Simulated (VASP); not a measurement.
# GaN (Fm-3m) in VASP: notebook, part 2 of 2

VASP 6.6.1.

### 3 G0W0 quasiparticle levels, PBE

File POSCAR:

```
GaN
1.0
    0.0000000000      2.1352350000      2.1352350000
    2.1352350000      0.0000000000      2.1352350000
    2.1352350000      2.1352350000      0.0000000000
Ga N
1 1
Direct
    0.0000000000      0.0000000000      0.0000000000
    0.5000000000      0.5000000000      0.5000000000
```

File INCAR.step1:

```
SYSTEM = GaN
  PREC = Accurate
  ENCUT = 450
  EDIFF = 1E-8
  ISMEAR = 0
  SIGMA = 0.01
  LREAL = .FALSE.
  LASPH = .TRUE.
  NELM = 100
  ALGO = Normal
  LWAVE = .TRUE.
  LCHARG = .FALSE.
  GGA = PE
```

File INCAR.step2:

```
SYSTEM = GaN
  PREC = Accurate
  ENCUT = 450
  EDIFF = 1E-8
  ISMEAR = 0
  SIGMA = 0.01
  LREAL = .FALSE.
  LASPH = .TRUE.
  NELM = 1
  ALGO = Exact
  LWAVE = .TRUE.
  LCHARG = .FALSE.
  GGA = PE
  NBANDS = 55
  LOPTICS = .TRUE.
  ISTART = 1
```

File INCAR.step3:

```
SYSTEM = GaN
  PREC = Accurate
  ENCUT = 450
  EDIFF = 1E-8
  ISMEAR = 0
  SIGMA = 0.01
  LREAL = .FALSE.
  LASPH = .TRUE.
  ALGO = EVGW0
  LWAVE = .FALSE.
  LCHARG = .FALSE.
  GGA = PE
  NELMGW = 1
  NBANDS = 55
  ENCUTGW = 150
  NOMEGA = 24
  PRECFOCK = Fast
  ISTART = 1
  NBANDSGW = 17
```

File KPOINTS:

```
Automatic mesh
0
G
  3 3 3
  0 0 0
```

Potentials or basis: VASP PAW PBE potentials, release 64 (Ga_d_GW, N_GW).

The run is started by

```
> cat potpaw_PBE.64/Ga_d_GW/POTCAR potpaw_PBE.64/N_GW/POTCAR > POTCAR
> cp INCAR.step1 INCAR
> mpirun -np 1 vasp_std > vasp.out
> cp INCAR.step2 INCAR
> mpirun -np 1 vasp_std > vasp.out
> cp INCAR.step3 INCAR
> mpirun -np 1 vasp_std > vasp.out
```

OUTCAR:

```text
SYSTEM = GaN
   PREC = Accurate
   ENCUT = 450
   EDIFF = 1E-8
   ISMEAR = 0
   LREAL = .FALSE.
   LASPH = .TRUE.
   GGA = PE
   NELMGW = 1
   ENCUTGW = 150
   PRECFOCK = Fast
   ISTART = 1

 Found      4 irreducible k-points:

 Following reciprocal coordinates:
            Coordinates               Weight
  0.000000  0.000000  0.000000      1.000000
  0.333333  0.000000  0.000000      8.000000
  0.333333  0.333333  0.000000      6.000000
 -0.333333  0.333333  0.000000     12.000000
   k-points           NKPTS =      4   k-points in BZ     NKDIM =     27   number of bands    NBANDS=     55
   number of dos      NEDOS =    301   number of ions     NIONS =      2
   total plane-waves  NPLWV =  13824
   dimension x,y,z NGX =    24 NGY =   24 NGZ =   24
   dimension x,y,z NGXF=    48 NGYF=   48 NGZF=   48
   ions per type =               1   1
   NGX,Y,Z   is equivalent  to a cutoff of  13.21, 13.21, 13.21 a.u.
   NGXF,Y,Z  is equivalent  to a cutoff of  26.43, 26.43, 26.43 a.u.
 SYSTEM =  GaN
   PREC   = accura    normal or accurate (medium, high low for compatibility)
   ISTART =      1    job   : 0-new  1-cont  2-samecut
   ICHARG =      0    charge: 1-file 2-atom 10-const
[... 32 lines left out ...]
   LHFCALC =     T    Hartree Fock is set to
   PRECFOCK=fast      Normal, Fast or Accurate (Low or Medium for compatibility)
   ENCUT4O =  -1.0   cutoff for four orbital integrals eV
   NKREDX  =     1    reduce k-point grid by
   NKREDY  =     1    reduce k-point grid by
   NKREDZ  =     1    reduce k-point grid by
   AEXX    =    1.0000 exact exchange contribution
   HFSCREEN=    0.0000 screening length (either q_TF or 0.3 A-1)
   HFSCREENC=   0.0000 screening length for correlation (either q_TF or 0.3 A-1)
   ENCUTFOCK=  -1.0 apply spherical cutoff to Coloumb kernel
   IVDW    =     0    specifies the selected vdW correction
   LEPSILON=     F    determine dielectric tensor
   LRPA    =     F    only Hartree local field effects (RPA)
   LRPAFORCE           =     F    calculate RPA forces
   ENCUTGW             = 150.0    cutoff for response function in eV
   ENCUTGWSOFT         = 120.0    soft cutoff for Coulomb kernel in GW response function in eV
   ENCUTLF             =  -1.0    cutoff for local field effects
   NELMGW              =     1    number of iterations in solving QP/BSE equation
   NELMHF              =     1    number of iterations in the inner HF iteration
   NKREDLFX            =     1    NKREDLFY  =   1   NKREDLFZ  =   1
 non-spin polarized calculation
 Gauss-broadening in eV      SIGMA  =   0.01
  energy-cutoff  :      450.00
  volume of cell :       19.47
 maximum number of plane-waves:       432
 NGX is ok and might be reduce to    24
  NGX = 12; NGY = 12; NGZ = 12
   NGX = 11   NGY = 11   NGZ = 11
 maximum number of plane-waves:        84

 QP shifts <psi_nk| G(iteration)W_0 |psi_nk>: iteration 1
 for sc-GW calculations column KS-energies equals QP-energies in previous step
 and V_xc(KS)=  KS-energies - (<T + V_ion + V_H > + <T+V_H+V_ion>^1  + <V_x>^1)

 k-point   1 :       0.0000    0.0000    0.0000
  band No.  KS-energies  QP-energies   sigma(KS)   V_xc(KS)     V^pw_x(r,r')   Z            occupation Imag(sigma)

      1      -9.5375     -10.4732     -15.7031     -14.4207     -24.1393       0.7296       2.0000       1.0270
      2      -6.8856      -9.8107     -25.6744     -21.6617     -35.0060       0.7289       2.0000       0.1650
      3      -6.8856      -9.8107     -25.6744     -21.6617     -35.0060       0.7289       2.0000       0.1650
      4      -6.8856      -9.8107     -25.6744     -21.6617     -35.0060       0.7289       2.0000       0.1650
      5      -6.7936      -9.8330     -26.0035     -21.8539     -35.4739       0.7325       2.0000       0.1971
      6      -6.7936      -9.8330     -26.0035     -21.8539     -35.4739       0.7325       2.0000       0.1971
[... 317 lines left out ...]
      3     -10.7400     -10.7861     -25.6633      14.8597     -35.3046       0.7255       2.0000       0.3269
      4     -10.6989     -10.7527     -25.6261      14.8536     -34.9837       0.7323       2.0000       0.2120
      5     -10.6158     -10.6697     -25.9055      15.2160     -35.3089       0.7322       2.0000       0.2056
      6      -6.5099      -6.5337     -20.9584      14.4149     -29.2230       0.7080       2.0000       0.4614
[... 9 lines left out ...]
     16      30.9377      30.9435     -11.2209      42.1660      -3.8149       0.7856       0.0000      -1.1848
     17      36.1160      36.1184     -12.1441      48.2631      -4.4134       0.8106       0.0000      -1.5777
```

OUTCAR.step2:

```text
SYSTEM = GaN
   PREC = Accurate
   ENCUT = 450
   EDIFF = 1E-8
[... 539 lines left out ...]
  --------------------------------------------------------------------------------------------------------------
     0.00000    21.39925    21.39925    21.39925    -0.00000    -0.00000     0.00000
     1.30295    25.72234    25.72234    25.72234    -0.00000    -0.00000     0.00000
     2.60589     1.63671     1.63671     1.63671    -0.00000    -0.00000     0.00000
     3.90884    30.48815    30.48815    30.48815    -0.00000    -0.00000     0.00000
     5.21179    14.06470    14.06470    14.06470    -0.00000    -0.00000     0.00000
     6.51473   -11.75416   -11.75416   -11.75416     0.00000     0.00000    -0.00000
[... 92 lines left out ...]
   127.68875     0.92778     0.92778     0.92778     0.00000     0.00000    -0.00000
   128.99170     0.92964     0.92964     0.92964     0.00000     0.00000    -0.00000
```

Run time: 36 s. Hardware: 1 thread of Intel Xeon Platinum 8488C (Sapphire Rapids), shared host; peak memory 0.15 GiB.

These settings aren't checked as converged: the numbers below hold their error.

Results:

```yaml
Band_gap_on_the_k_mesh_mean-field_level: 2.07 eV, indirect (least direct gap 2.26 eV)
Quasiparticle_gap: 2.85 eV
```

Caveat: the k mesh is coarse (spacing up to 0.85 Å⁻¹), so the values aren't converged; bands, screening cutoff and mesh are small and nothing is extrapolated, so the quasiparticle values aren't converged; the log holds further tables after the one-shot step; the gap given is that of the first; an odd mesh through Γ misses points on the zone boundary, where band edges often lie.
